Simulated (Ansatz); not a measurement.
Crystal: C.

```
C
1.0
     0.00000    1.78337    1.78337
     1.78337    0.00000    1.78337
     1.78337    1.78337    0.00000
C
2
Cartesian
  2.6751 2.6751 2.6751
  1.7834 1.7834 1.7834
```

This isn't the form of C at room conditions, which is graphite.

Program: Ansatz 0.2.0. Alike in all runs: task single point; potentials or basis all-electron PAW datasets made for the crystal; no spin polarisation; cell as given; k mesh 8 × 8 × 8; smearing fermi-dirac 0.05 eV.

Task: Order these runs on this cell by their band gap on the k mesh, lowest first.
A. level PBE0; cutoff (eV) 600
B. level PBE; cutoff (eV) 540
C. level HSE06; cutoff (eV) 600

Result: B (4.14 eV), C (5.29 eV), A (6.04 eV).

A k mesh can miss the band edges.
